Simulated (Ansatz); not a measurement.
Sr:

```
Sr
1.0
    -2.43500    2.43500    2.43500
     2.43500   -2.43500    2.43500
     2.43500    2.43500   -2.43500
Sr
1
Direct
  0.00000 0.00000 0.00000
```

This isn't the form of Sr at room conditions, which is fcc.

Base run:

| Item | Value |
| --- | --- |
| Program | Ansatz 0.2.0 |
| Functional | LDA |
| Potentials or basis | all-electron LAPW, scalar-relativistic |
| Cutoff | 74 eV |
| Density cutoff | 295 eV |
| Basis error allowed | 0.001 eV/atom |
| k mesh | 8 × 8 × 8 |
| Occupations | gaussian, width 0.1 eV |
| Spin | no spin polarisation |

Its results: band gap on the k mesh none (metal or under the smearing width); pressure -1.9 GPa.

Q: The run is repeated on the same cell with these changes: functional from LDA to PBEsol. What comes out?

A: Band gap on the k mesh none (metal or under the smearing width); pressure -1.3 GPa.

PBEsol binds less tightly than LDA, so the same cell stands under more pressure.

Caveats: the cell was measured hot, at 901 K.

Not every run made on this cell is shown here.
